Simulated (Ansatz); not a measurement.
Reaction (hydrogen abstraction from the Si–H bond): `CC[SiH2]N` + `F[C](F)F`• → `CC[SiH]N`• + `FC(F)F`

Program: Ansatz. Geometries: PBE0-D4/def2-TZVP. ΔE: electronic, gas phase. CCSD(T)/CBS is the MP2 limit (def2-TZVPP, def2-QZVPP) plus CCSD(T) − MP2 in def2-TZVPP, frozen cores. This one scheme is used for every species. Functionals use def2-TZVPP. B3LYP here is the variant with VWN-RPA as its local correlation; programs differ in this. HSE06 is defined as in plane-wave codes. No spin–orbit coupling; open shells (•) take unrestricted orbitals. Each species was taken in one conformer, which may not be the lowest.

`CC[SiH2]N`:

```xyz
13

C    -0.775    0.937   -1.524
C     0.335    0.593   -0.535
Si   -0.198   -0.633    0.773
N     1.119   -0.994    1.825
H    -1.633    1.390   -1.020
H    -0.435    1.643   -2.285
H    -1.139    0.046   -2.043
H     0.699    1.494   -0.030
H     1.198    0.174   -1.066
H    -0.779   -1.819    0.065
H    -1.275   -0.070    1.635
H     1.957   -1.415    1.456
H     0.926   -1.345    2.749
```

`F[C](F)F`•:

Cartesian coordinates in Å:
```
F 0.081 -0.947 -0.821
C -0.079 0.200 -0.203
F 1.042 0.613 0.340
F -1.045 0.134 0.684
```

`CC[SiH]N`•:

Cartesian coordinates in Å:
```
C 1.514 0.207 -0.108
C 0.270 1.028 0.226
Si -1.214 -0.023 0.717
N -1.623 -1.065 -0.603
H 1.318 -0.492 -0.923
H 2.349 0.848 -0.406
H 1.841 -0.382 0.753
H -0.020 1.653 -0.626
H 0.471 1.724 1.048
H -0.864 -0.942 1.847
H -1.865 -0.665 -1.497
H -2.175 -1.890 -0.427
```

`FC(F)F`:

Cartesian coordinates in Å:
```
F 0.565 -1.070 -0.507
C -0.004 -0.008 0.059
F 0.732 1.066 -0.220
F -1.213 0.159 -0.473
H -0.080 -0.147 1.140
```

| level | ΔE (kJ/mol) | difference from CCSD(T)/CBS |
| --- | --- | --- |
| r2SCAN-D4 | -66.5 | 6.6 |
| HSE06-D4 | -72.5 | 0.6 |
| BHLYP-D4 | -64.2 | 8.9 |
| CAM-B3LYP-D4 | -66.4 | 6.7 |
| ωB97M-V | -68.7 | 4.4 |
| PBE-QIDH | -70.8 | 2.3 |
| PBE | -74.6 | -1.5 |
| B3LYP | -67.4 | 5.7 |
| r2SCAN0 | -64.4 | 8.7 |
| HSE06 | -71.7 | 1.4 |
| BHLYP | -62.7 | 10.4 |
| MP2/def2-SVP | -73.4 | -0.3 |
| CCSD/def2-SVP | -69.7 | 3.4 |
| HF/def2-TZVPP | -47.8 | 25.3 |
| CCSD(T)/def2-TZVPP | -72.3 | 0.8 |
| MP2/CBS(def2) | -76.9 | -3.8 |
| CCSD(T)/CBS | -73.1 | 0 |

What do rigid-rotor, harmonic-oscillator terms from PBE0-D4/def2-TZVP frequencies (298.15 K, 1 bar) make of the CCSD(T)/CBS value? (An estimate is asked.)

Computed: ΔZPE = +10.8 kJ/mol, ΔH = -63.0 kJ/mol, ΔS = -5 J/(mol·K), ΔG = -61.4 kJ/mol. Open shells count their whole term as degenerate.

Largest T1 diagnostic among the species: 0.014.

From BLYP to BHLYP (50 % exact exchange), in def2-TZVPP and without D4, ΔE moves by +5.8 kJ/mol. In def2-TZVPP, CCSD(T) changes the Hartree–Fock value by −24.5 kJ/mol (the triples alone add −2.3 kJ/mol) and MP2 by −28.3 kJ/mol.

CCSD(T)/CBS has its own doubt, a few kJ/mol and more with outer-core shells, so smaller differences from it don't rank the levels.
